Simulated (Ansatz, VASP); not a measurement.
# Cross-check of CoSi2 (CoSi2 strained to the junction's net) between VASP and Ansatz

Aim: how closely do two programs agree when they are given the same cell, functional and k mesh? The cell is generated by rule, not measured, and may not be a known phase. The structure shown is the start of the Ansatz relaxation below; VASP solves that cell, so the two are compared at the walk's first step.

Method: plane waves, with VASP 6.6.1 beside it; PBE, in Ansatz 0.2.0.

### Step 1. The structure

It takes space group R-3m (No. 166, trigonal). Conventional cell: a = 3.854 Å, b = 3.854 Å, c = 9.174 Å, α = 90.00°, β = 90.00°, γ = 120.00°. Si has 4 Co at 2.29 to 2.35 Å nearest. Nearest to Co lie 8 Si at 2.29 to 2.35 Å. Farther neighbours are not listed.

### Step 2. Ansatz: relaxation, PBE

Ansatz runs on its default PAW (the set named soft_2) files.

The two programs are compared at the cell with which this relaxation starts, whose forces are those of its first step.

Contents of input.yaml:

```yaml
crystal:
  lattice:
    - [3.854, 0.0, 0.0]
    - [-1.927, 3.3376619062, 0.0]
    - [0.0, 0.0, 9.1742135305]
  atoms:
    - { symbol: Si, position: [0.0, 0.0, 0.0] }
    - { symbol: Co, position: [0.6666666667, 0.3333333333, 0.0833333333] }
    - { symbol: Si, position: [0.3333333333, 0.6666666667, 0.1666666667] }
    - { symbol: Si, position: [0.6666666667, 0.3333333333, 0.3333333333] }
    - { symbol: Co, position: [0.3333333333, 0.6666666667, 0.4166666667] }
    - { symbol: Si, position: [0.0, 0.0, 0.5] }
    - { symbol: Si, position: [0.3333333333, 0.6666666667, 0.6666666667] }
    - { symbol: Co, position: [0.0, 0.0, 0.75] }
    - { symbol: Si, position: [0.6666666667, 0.3333333333, 0.8333333333] }
kpoints:
  mp_grid: { grid: [12, 12, 3] }
scf:
  occupations: { method: fermi_dirac, width: 0.1 }
  max_iter: 150
hamiltonian:
  xc: pbe
relax:
  f_tol: 0.01
  max_steps: 40
  cell: { fix: [a, b, angles] }
```

Launch:

```bash
$ ansatz run input.yaml --threads 8 --pin off --max-ram 24576MiB --backend cpu --events-out ev --progress --plain --runs-dir out
```

Numbers of over 12 decimals in the logs are rounded to 6 here.

The program printed:

```text
Engine: ansatz 0.2.0, aarch64-unknown-linux-gnu
Pseudopotentials: kind: paw
Pseudopotential: Si, paw, valence charge 4, recommended cutoff 420 eV (normal), Si.paw.azcp
Pseudopotential: Co, paw, valence charge 17, recommended cutoff 420 eV (normal), Co.paw.azcp
Functional definition: PBE
  parameter kappa = 0.804
  parameter beta = 0.066725
  exchange = pbe_x(kappa = kappa, mu = beta*pi^2/3)
  correlation = pbe_c(beta = beta)
Crystal: 9 atoms, lattice volume = 118.011 Å³
Basis set: ecut = 420 eV, 2287 PW (Γ), exchange–correlation on 54×54×128 points (8 copies of the dense FFT grid, shifted against one another)
Bands: 47, of which v1, the nominal top of the filled ones, is band 38 counted from 1 (37 counted from 0)
Symmetry: 36 space group operations
Space group: R-3m (ITA 166), of the structure as read, at distance tolerance 4.9e-5 Å
k-points: 50 of 432
Non-local potential: Si, projectors of the file, l = 0: 2, l = 1: 2, l = 2: 2
Non-local potential: Co, projectors of the file, l = 0: 3, l = 1: 2, l = 2: 3, l = 3: 1
PAW form: soft (Blöchl's): semilocal exchange-correlation on the pseudo side does not see the compensation charge
PAW one-centre angular grid: Si, 110 points (default); XC on 64 Gauss nodes
PAW one-centre angular grid: Co, 590 points (default); XC on 64 Gauss nodes
Initial density: superposition of atomic densities (neutral atoms: chi_scale 0, normalization atom), corrected by the library's trained network
Initial wavefunctions: pseudopotential atomic-orbital guess
Functional: x = pbe(κ = 0.804, μ = 0.219515), c = pbe(β = 0.066725)
SCF iter   1: F=—  HF=-19197.512792 eV  |F-HF|=—  |Δ(HF+E_count)|=         —  Δρ=4.11e-3  dr2=2.13e-2  ethr=1.77e-3  ⟨swp⟩=7.3  Hψ=9869  notcnv=0  defer=7
preconditioner: auto → Kerker (q_TF=auto, 2.530 Å⁻¹)  [metal: Δε(μ)=0.016 eV  Ē_g=7.019 eV  σ=0.100 eV  W_gap=0.04  n_scr=36 (ndim 8)  ℏωp=24.4 eV  f_vac=0.003  D(μ)=2.95/eV (n_scr^D=24)]
SCF iter   2: F=—  HF=-19197.513195 eV  |F-HF|=—  |Δ(HF+E_count)|=   4.03e-4  Δρ=3.35e-3  dr2=1.51e-2  ethr=2.84e-5  ⟨swp⟩=2.0  Hψ=3559  notcnv=0  defer=9
SCF iter   3: F=—  HF=-19197.514737 eV  |F-HF|=—  |Δ(HF+E_count)|=   1.54e-3  Δρ=5.13e-3  dr2=2.00e-2  ethr=2.02e-5  ⟨swp⟩=2.0  Hψ=3287  notcnv=0  defer=11
SCF iter   4: F=—  HF=-19197.513272 eV  |F-HF|=—  |Δ(HF+E_count)|=   1.47e-3  Δρ=2.53e-3  dr2=4.93e-3  ethr=2.02e-5  ⟨swp⟩=1.0  Hψ=2298  notcnv=0  defer=11
SCF iter   5: F=—  HF=-19197.512947 eV  |F-HF|=—  |Δ(HF+E_count)|=   3.24e-4  Δρ=6.70e-4  dr2=3.84e-4  ethr=6.58e-6  ⟨swp⟩=1.0  Hψ=2300  notcnv=0  defer=10
SCF iter   6: F=—  HF=-19197.512943 eV  |F-HF|=—  |Δ(HF+E_count)|=   4.57e-6  Δρ=5.74e-5  dr2=4.42e-6  ethr=5.13e-7  ⟨swp⟩=2.0  Hψ=2891  notcnv=0  defer=10
SCF iter   7: F=—  HF=-19197.512911 eV  |F-HF|=—  |Δ(HF+E_count)|=   3.14e-5  Δρ=3.18e-5  dr2=9.90e-7  ethr=5.90e-9  ⟨swp⟩=2.0  Hψ=3574  notcnv=0  defer=10
SCF iter   8: F=-19197.512911 eV  HF=-19197.512911 eV  |F-HF|=2.97e-8  |Δ(HF+E_count)|=   6.76e-8  Δρ=6.79e-6  dr2=3.56e-8  ethr=1.33e-10  ⟨swp⟩=3.2  Hψ=9450  notcnv=0
SCF 1 converged in 8 iterations: F = -19197.512911 eV  dr2 = 3.56e-8
  greatest PAW one-centre occupation: 1.000 electrons in one spin orbital (limit 2), on the Co atom at site 7 (counted from 0), in its partial waves of l = 0
relax step   1: F+E_penalty+E_count = -19197.51291124 eV  Δ(F+E_penalty+E_count) = +0.000e0 eV  max|allowed force component| = 2.863e-1 eV/Å  Δτ_max = 0.0000 Å  P = -3.473 GPa  Ω = 118.011 Å³  fix = [a, b, alpha, beta, gamma]  reactions: a -6.299, b -6.299 GPa  (8 SCF iters, dr2 threshold 1.00e-7 eV, accepted)
[...]
relax step   4: F+E_penalty+E_count = -19197.53422469 eV  Δ(F+E_penalty+E_count) = +7.405e-6 eV  max|allowed force component| = 2.703e-5 eV/Å  Δτ_max = 0.0004 Å  P = -3.682 GPa  Ω = 118.069 Å³  energy of the carried Pulay correction = -2.465e-5 eV  fix = [a, b, alpha, beta, gamma]  reactions: a -5.488, b -5.488 GPa  (6 SCF iters, dr2 threshold 9.32e-8 eV, accepted)
[...]
relax step   5: F+E_penalty+E_count = -19197.53424245 eV  Δ(F+E_penalty+E_count) = -1.776e-5 eV  max|allowed force component| = 2.289e-4 eV/Å  Δτ_max = 0.0002 Å  P = -3.643 GPa  Ω = 118.041 Å³  energy of the carried Pulay correction = -1.262e-5 eV  fix = [a, b, alpha, beta, gamma]  reactions: a -5.466, b -5.466 GPa  (6 SCF iters, dr2 threshold 1.25e-8 eV, accepted)
[...]
relax step   6: F+E_penalty+E_count = -19197.53425093 eV  Δ(F+E_penalty+E_count) = -8.481e-6 eV  max|allowed force component| = 2.288e-4 eV/Å  Δτ_max = 0.0000 Å  P = -3.643 GPa  Ω = 118.041 Å³  fix = [a, b, alpha, beta, gamma]  reactions: a -5.466, b -5.466 GPa  stress off target by 4.34e-3 GPa on what of the cell is left free  SCF on the basis re-selected at this cell (its energy is not comparable with the rows above)  (8 SCF iters)
basis re-selected at this cell: Δ(F+E_penalty+E_count) = -8.481e-6 eV, ΔP = -0.000 GPa vs the last step (what re-selecting the basis moved, of the pressure what is left beyond the Pulay correction that the steps carried, after the strain that the cell walked since its last selection, with what the two solves' SCF thresholds leave and, on support functions, any second-order correction that the steps lacked; it is no m [...]
SCF converged after 8 iterations
Free energy (F): -19197.534251 eV
Harris-Foulkes:  -19197.534251 eV  (|F-HF|=0.00e0)
Internal energy: -19197.433557 eV  (E = F + TS)
E sigma→0 (E₀):  -19197.483904 eV
Entropy (-TS):   -0.100694 eV (-11.188 meV/atom)
Fermi energy:    12.491205 eV
--- Per-component energies (eV) ---
  E_band       = -876.407590
  E_kinetic    = 1636.577476
  E_local      = -12370.136544  (includes V_loc(G=0)·N_el)
  E_nonlocal   = 1503.092881
  E_hartree    = 5376.703141
  E_xc         = -820.050378
  E_vxc        = -912.761910  (∫ρ·V_xc dr)
  E_paw        = -7623.514589  (= ΣΔE_a)
  E_vpaw       = -1486.586127  (= ΣTr[D̂ρ^β])
  E_aug_tail   = 0.000312  (compensation charges beyond the density's cutoff)
  E_ewald      = -6900.105856
  E_smearing   = -0.100694  (= −TS)
  E_closure    = 0.000000  (closes the sum)
  Σ components = -19197.534251   (vs F -19197.534251, Δ=0.00e0)
--- Forces (eV/Å), atoms counted from 1 ---
  atom   1  Si     0.00000000     0.00000000    -0.00022881
  atom   2  Co     0.00000000     0.00000000    -0.00000000
  atom   3  Si    -0.00000000    -0.00000000     0.00022881
  atom   4  Si    -0.00000000     0.00000000    -0.00022881
  atom   5  Co     0.00000000     0.00000000     0.00000000
  atom   6  Si    -0.00000000    -0.00000000     0.00022881
  atom   7  Si     0.00000000     0.00000000    -0.00022881
  atom   8  Co    -0.00000000     0.00000000     0.00000000
  atom   9  Si    -0.00000000    -0.00000000     0.00022881
  max |Σ_I F_I| component: 8.64e-17 eV/Å
--- Stress (GPa, compression-positive) ---
       -5.466335       0.000000      -0.000000
        0.000000      -5.466335      -0.000000
       -0.000000      -0.000000       0.004343
  P = ⅓ Tr σ = -3.6428 GPa (-36.428 kbar)
--- Relaxed structure (5 steps of the walk, 5 accepted, 1 SCFs on fresh bases) ---
  F+E_penalty+E_count = -19197.53425093 eV   max|allowed force component| = 2.288e-4 eV/Å   (the final SCF, on the basis selected at the relaxed cell)
  cell:  # Å, volume = 118.0406 Å³
    - [3.854000, 0, 0]
    - [-1.927000, 3.337662, 0]
    - [0, 0, 9.176507]
  atoms:
    - { symbol: Si, position: [8.251403518377181e-19, 0, 0.0027039] }
    - { symbol: Co, position: [0.666667, 0.333333, 0.083333] }
    - { symbol: Si, position: [0.333333, 0.666667, 0.163963] }
    - { symbol: Si, position: [0.666667, 0.333333, 0.336037] }
    - { symbol: Co, position: [0.333333, 0.666667, 0.416667] }
    - { symbol: Si, position: [-8.251403518377182e-19, 0, 0.497296] }
    - { symbol: Si, position: [0.333333, 0.666667, 0.669371] }
    - { symbol: Co, position: [0, 0, 0.75] }
    - { symbol: Si, position: [0.666667, 0.333333, 0.830629] }
```

Reading the cycles: dr2 is the Hartree energy of the density residual (eV), the measure of convergence; HF is the Harris–Foulkes estimate of the energy, which meets the free energy F at convergence.

### Step 3. VASP: single point, PBE, start cell

The same cell, functional, mesh and smearing now go to VASP, with its own data sets.

Lines of VASP's logs that name or quote its potential files are left out, and so is its time.

Contents of INCAR:

```
SYSTEM = CoSi2
PREC = Accurate
ENCUT = 520
EDIFF = 1E-06
NELM = 120
ISMEAR = -1
SIGMA = 0.1
LREAL = .FALSE.
ALGO = Normal
GGA = PE
NBANDS = 34
LASPH = .TRUE.
LORBIT = 11
LWAVE = .FALSE.
LCHARG = .FALSE.
ISIF = 2
GGA_COMPAT = .FALSE.
KPAR = 2
```

Contents of POSCAR:

```
CoSi2
1.0
    3.8540000000      0.0000000000      0.0000000000
   -1.9270000000      3.3376620000      0.0000000000
    0.0000000000      0.0000000000      9.1742140000
Si Co
6 3
Direct
    0.0000000000      0.0000000000      0.9999999637
    0.3333333333      0.6666666667      0.1666666667
    0.6666666667      0.3333333333      0.3333332970
    0.0000000000      0.0000000000      0.5000000000
    0.3333333333      0.6666666667      0.6666666303
    0.6666666667      0.3333333333      0.8333333333
    0.6666666667      0.3333333333      0.0833333152
    0.3333333333      0.6666666667      0.4166666485
    0.0000000000      0.0000000000      0.7499999818
```

Contents of KPOINTS:

```
Automatic mesh
0
Gamma
12 12 3
0 0 0
```

The projector-augmented-wave data sets are Si and Co (PBE family, release 64).

Launch:

```bash
$ mpirun -np 2 vasp_std
```

The program printed:

```text
[banner, memory and clock lines left out]
running    2 mpi-ranks, on    1 nodes
 distrk:  each k-point on    1 cores,    2 groups
 distr:  one band on    1 cores,    1 groups

 POSCAR found type information on POSCAR SiCo
 POSCAR found :  2 types and       9 ions
 LDA part: xc-table for (Slater+PW92), standard interpolation
 POSCAR, INCAR and KPOINTS ok, starting setup
 FFT: planning ... GRIDC
 FFT: planning ... GRID_SOFT
 FFT: planning ... GRID
 WAVECAR not read
 entering main loop
       N       E                     dE             d eps       ncg     rms          rms(c)
DAV:   1     0.321835070955E+03    0.32184E+03   -0.20812E+04  3400   0.150E+03
DAV:   2    -0.334659270123E+02   -0.35530E+03   -0.34059E+03  3400   0.342E+02
DAV:   3    -0.609667160984E+02   -0.27501E+02   -0.26125E+02  4146   0.108E+02
DAV:   4    -0.620931293693E+02   -0.11264E+01   -0.11157E+01  4192   0.210E+01
DAV:   5    -0.621422997411E+02   -0.49170E-01   -0.49100E-01  4790   0.414E+00    0.244E+01
DAV:   6    -0.738615123234E+02   -0.11719E+02   -0.13110E+02  4798   0.147E+02    0.325E+01
DAV:   7    -0.575863209592E+02    0.16275E+02   -0.60443E+01  4514   0.122E+02    0.738E+00
DAV:   8    -0.581885299670E+02   -0.60221E+00   -0.76002E+00  4216   0.142E+01    0.548E+00
DAV:   9    -0.578720275521E+02    0.31650E+00   -0.98548E-01  4714   0.130E+01    0.152E+00
DAV:  10    -0.578731363079E+02   -0.11088E-02   -0.54820E-02  3818   0.140E+00    0.934E-01
DAV:  11    -0.578697990904E+02    0.33372E-02   -0.20756E-02  4736   0.174E+00    0.417E-01
DAV:  12    -0.578692321121E+02    0.56698E-03   -0.12347E-03  5236   0.434E-01    0.190E-01
DAV:  13    -0.578692693971E+02   -0.37285E-04   -0.13003E-03  5214   0.356E-01    0.109E-01
DAV:  14    -0.578691757064E+02    0.93691E-04   -0.34808E-04  5274   0.240E-01    0.198E-02
DAV:  15    -0.578691784480E+02   -0.27416E-05   -0.20529E-05  3796   0.217E-02    0.875E-03
DAV:  16    -0.578691790364E+02   -0.58844E-06   -0.42850E-07  2270   0.575E-03
   1 F= -.57869179E+02 E0= -.57818837E+02  d E =-.100684E+00
```

From OUTCAR (step 3):

```text
ion  position               nearest neighbor table
   1  0.000  0.000  1.000-   9 2.29   7 2.35   7 2.35   7 2.35   6 2.70   6 2.70   6 2.70   2 2.70
                             2 2.70   2 2.70
   2  0.333  0.667  0.167-   8 2.29   7 2.35   7 2.35   7 2.35   3 2.70   3 2.70   3 2.70   1 2.70
                             1 2.70   1 2.70
   3  0.667  0.333  0.333-   7 2.29   8 2.35   8 2.35   8 2.35   2 2.70   2 2.70   2 2.70   4 2.70
                             4 2.70   4 2.70
   4  0.000  0.000  0.500-   9 2.29   8 2.35   8 2.35   8 2.35   5 2.70   5 2.70   5 2.70   3 2.70
                             3 2.70   3 2.70
   5  0.333  0.667  0.667-   8 2.29   9 2.35   9 2.35   9 2.35   4 2.70   4 2.70   4 2.70   6 2.70
                             6 2.70   6 2.70
   6  0.667  0.333  0.833-   7 2.29   9 2.35   9 2.35   9 2.35   1 2.70   1 2.70   1 2.70   5 2.70
                             5 2.70   5 2.70
   7  0.667  0.333  0.083-   3 2.29   6 2.29   1 2.35   2 2.35   1 2.35   2 2.35   2 2.35   1 2.35

  LATTYP: Found a hexagonal cell.
 ALAT       =     3.8540000000
 C/A-ratio  =     2.3804395433

 Subroutine GETGRP returns: Found 12 space group operations
 (whereof  6 operations were pure point group operations)

The static configuration has the point symmetry C_3v.
 The point group associated with its full space group is D_3d.

 Found     50 irreducible k-points:

   k-points           NKPTS =     50   k-points in BZ     NKDIM =     50   number of bands    NBANDS=     34

   dimension x,y,z NGX =    30 NGY =   30 NGZ =   70
   dimension x,y,z NGXF=    60 NGYF=   60 NGZF=  140

   ENCUT  =  520.0 eV  38.22 Ry    6.18 a.u.   7.17  7.17 17.06*2*pi/ulx,y,z

   NELECT =      51.0000    total number of electrons

 k-points in reciprocal lattice and weights: Automatic mesh
   0.00000000  0.00000000  0.00000000       0.002
   0.08333333 -0.00000000  0.00000000       0.014
   0.16666667 -0.00000000  0.00000000       0.014
   0.25000000 -0.00000000  0.00000000       0.014
   0.33333333  0.00000000  0.00000000       0.014
   0.41666667 -0.00000000  0.00000000       0.014
   0.50000000 -0.00000000  0.00000000       0.007
   0.08333333  0.08333333  0.00000000       0.014
   0.16666667  0.08333333  0.00000000       0.028
[...]
-0.25000000 -0.41666667  0.33333333       0.028
   0.33333333  0.33333333  0.33333333       0.009

 average (electrostatic) potential at core
       1 -79.8002       2 -79.8002       3 -79.8002       4 -79.8002       5 -79.8002
       6 -79.8002       7 -78.5434       8 -78.5434       9 -78.5434

 E-fermi :   9.7661

 k-point     1 :       0.0000    0.0000    0.0000
  band No.  band energies     occupation
    ...
     16       7.8203      2.00000
     17       7.9455      2.00000
     18       7.9455      2.00000
     19       8.1433      2.00000
     20       8.1433      2.00000
     21      10.1207      0.05606
     22      10.1207      0.05606
     23      10.1207      0.05606
     24      10.1207      0.05606
     25      10.2595      0.01430
    ...

 k-point     2 :       0.0833   -0.0000    0.0000
  band No.  band energies     occupation
    ...
     18       8.0574      2.00000
     19       8.0989      2.00000
     20       8.1090      2.00000
     21       9.4922      1.87859
     22       9.6288      1.59571
     23      10.1316      0.05043
     24      10.3509      0.00576
     25      10.3920      0.00382
     26      11.8229      0.00000
     27      11.8736      0.00000
    ...

 k-point     3 :       0.1667   -0.0000    0.0000
  band No.  band energies     occupation
    ...
     19       8.1943      2.00000
     20       8.2269      2.00000
     21       8.9778      1.99925
     22       9.1058      1.99729
     23       9.6917      1.35579
     24      10.0759      0.08641
     25      10.3149      0.00824
     26      11.1456      0.00000
     27      11.2318      0.00000
     28      11.5910      0.00000
    ...

  Total       -4.7133387     -4.7133390      1.5226973      0.0000000     -0.0000000      0.0000000
  in kB      -63.9906180    -63.9906216     20.6728913      0.0000000     -0.0000000      0.0000000
  external PRESSURE =     -35.7694495 kB  Pullay stress =       0.0000000 kB

  energy-cutoff  :      520.00
  volume of cell :      118.01
      direct lattice vectors                 reciprocal lattice vectors
     3.854000000  0.000000000  0.000000000     0.259470680  0.149805463  0.000000000
    -1.927000000  3.337662000  0.000000000     0.000000000  0.299610925  0.000000000
     0.000000000  0.000000000  9.174214000     0.000000000  0.000000000  0.109001163

 POSITION                                       TOTAL-FORCE (eV/Angst)
 -----------------------------------------------------------------------------------
      0.00000      0.00000      9.17421        -0.000000     -0.000000      0.286003
     -0.00000      2.22511      1.52904         0.000000      0.000000     -0.286003
      1.92700      1.11255      3.05807        -0.000000     -0.000000      0.286003
      0.00000      0.00000      4.58711         0.000000      0.000000     -0.286003
     -0.00000      2.22511      6.11614        -0.000000     -0.000000      0.286003
      1.92700      1.11255      7.64518        -0.000000      0.000000     -0.286003
      1.92700      1.11255      0.76452         0.000000     -0.000000      0.000000
     -0.00000      2.22511      3.82259         0.000000     -0.000000      0.000000
      0.00000      0.00000      6.88066         0.000000     -0.000000      0.000000
 -----------------------------------------------------------------------------------
    total drift:                                0.000000     -0.000000     -0.000000

  FREE ENERGIE OF THE ION-ELECTRON SYSTEM (eV)
  ---------------------------------------------------
  free  energy   TOTEN  =       -57.8691790364 eV

  energy  without entropy=      -57.7684951761  energy(sigma->0) =      -57.81883711

 total charge
# of ion       s       p       d       tot
------------------------------------------
    1        0.719   0.857   0.000   1.576
    2        0.719   0.857   0.000   1.576
    3        0.719   0.857   0.000   1.576
    4        0.719   0.857   0.000   1.576
    5        0.719   0.857   0.000   1.576
    6        0.719   0.857   0.000   1.576
    7        0.529   0.692   7.572   8.793
    8        0.529   0.692   7.572   8.793
    9        0.529   0.692   7.572   8.793
--------------------------------------------------
tot          5.899   7.217  22.717  35.833

[... 3 further parts left out ...]
```

This run has no spin polarisation, so a moment on Co, if there is one, isn't seen. Its electron count is odd, so without a moment it is a metal by construction.

### Step 4. Differences

Known differences besides the potentials themselves: the data sets hold 75 valence electrons in Ansatz (on its default PAW (the set named soft_2) files) and 51 in VASP; the cutoff is 420 eV in Ansatz and 520 eV in VASP. Total energies have different zeros and are not compared.

Forces (eV/Å; atoms numbered as in POSCAR):

```tsv
atom	Ansatz x, y, z	VASP x, y, z
Si1	0.000, 0.000, 0.286	0.000, 0.000, 0.286
Si2	0.000, 0.000, -0.286	0.000, 0.000, -0.286
Si3	0.000, 0.000, 0.286	0.000, 0.000, 0.286
Si4	0.000, 0.000, -0.286	0.000, 0.000, -0.286
Si5	0.000, 0.000, 0.286	0.000, 0.000, 0.286
Si6	0.000, 0.000, -0.286	0.000, 0.000, -0.286
Co7	0.000, 0.000, 0.000	0.000, 0.000, 0.000
Co8	0.000, 0.000, 0.000	0.000, 0.000, 0.000
Co9	0.000, 0.000, 0.000	0.000, 0.000, 0.000
```

The forces differ by 0.2 meV/Å r.m.s., which is 0.1 % of the r.m.s. force of 0.135 eV/Å (both taken over all components).

### Step 5. Results

```json
{
  "r.m.s. force difference (single point, PBE, start cell)": "0.16 meV/Å"
}
```

**Reading.** The r.m.s. force difference is 0.16 meV/Å (single point, PBE, start cell), within the 12 meV/Å picked in this series as the mark of a large difference. The data sets hold unlike numbers of valence electrons (75 in Ansatz and 51 in VASP), so part of the differences may come from the potentials. Such differences can come from data sets, numerical settings and the points named under the comparisons, not from the functional's error against experiment.

[Lines on the potential files, build, host, timing and source positions are cut from VASP's logs without a mark.]

[Logs are printed without paths, hosts, clocks, repeated set-up lines and the standing remarks that a program may print on its own settings, such as how far it seeks lower states.]

[Hosts, paths, dates, database ids (printed as entryN), source tags and the programs' standing remarks are cut or masked in the printed files.]
